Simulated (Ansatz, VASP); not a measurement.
**One calculation of SiO2, two programs**

INCAR

```
PREC = Accurate
ENCUT = 520
EDIFF = 1E-8
ISMEAR = -1
SIGMA = 0.03
LREAL = F
LASPH = T
NELM = 60
ALGO = Normal
ISIF = 2
LWAVE = F
LCHARG = F
GGA = PS
LEFG = T
NBANDS = 25
```

Contents of KPOINTS:

```
regular mesh
0
Gamma
  6 6 9
```

File POSCAR:

```
SiO2
1.0
    4.1661196280      0.0000000000      0.0000000000
    0.0000000000      4.1661196280      0.0000000000
    0.0000000000      0.0000000000      2.6588775253
Si O
2 4
Direct
    0.0000000000      0.0000000000      0.0000000000
    0.5000000000      0.5000000000      0.5000000000
    0.3067000000      0.3067000000      0.0000000000
    0.1933000000      0.8067000000      0.5000000000
    0.6933000000      0.6933000000      0.0000000000
    0.8067000000      0.1933000000      0.5000000000
```

Input for Ansatz:

```yaml
crystal:
  lattice:
    - [4.166119628, 0.0, 0.0]
    - [0.0, 4.166119628, 0.0]
    - [0.0, 0.0, 2.6588775253]
  atoms:
    - { symbol: Si, position: [0.0, 0.0, 0.0] }
    - { symbol: Si, position: [0.5, 0.5, 0.5] }
    - { symbol: O, position: [0.3067, 0.3067, 0.0] }
    - { symbol: O, position: [0.1933, 0.8067, 0.5] }
    - { symbol: O, position: [0.6933, 0.6933, 0.0] }
    - { symbol: O, position: [0.8067, 0.1933, 0.5] }
kpoints:
  mp_grid: { grid: [6, 6, 9] }
scf:
  occupations: { method: fermi_dirac, width: 0.03 }
hamiltonian:
  xc: pbesol
  pseudopotentials: { kind: all_electron, datasets: crystal }
output:
  forces: true
  stress: true
  eigenvalues: true
  efg: { contact_densities: true }
```

Change from the starting cell: volume scaled by 0.99, crystal datasets.

Alike in both runs: task electric field gradients; functional PBEsol; k mesh 6 × 6 × 9; occupations fermi-dirac, width 0.03 eV; no spin polarisation.

|  | VASP | Ansatz |
| --- | --- | --- |
| version | VASP 6.6.1 | Ansatz 0.2.0 |
| potentials or method | VASP PAW PBE potentials, release 64 (Si, O) | all-electron PAW with datasets made for the crystal, scalar-relativistic |
| plane-wave cutoff (eV) | 520 | see its input |

|  | VASP | Ansatz | Ansatz less VASP |
| --- | --- | --- | --- |
| gap on the k mesh at the Fermi level (eV) | 5.76 | 5.77 | +0.005 |
| pressure (GPa) | 8.1 | 7.3 | -0.81 |
| largest component of the traceless stress (GPa) | 1.58 | 0.90 | -0.676 |
| rms of the force components (eV/Å) | 0.146 | 0.124 | -0.0214 |
| Vzz of the field gradient on the site that differs most (V/Å²) | 22.6 | 19.5 | -3.05 |

Atom by atom the forces differ by 0.021 eV/Å (rms over components). Ansatz ran all-electron here, so the differences hold the error of VASP's frozen core and of both bases.

Caveats: the PAW data sets were made with another functional, which shifts forces and pressure a little (VASP); an odd mesh through Γ misses points on the zone boundary, where band edges often lie.
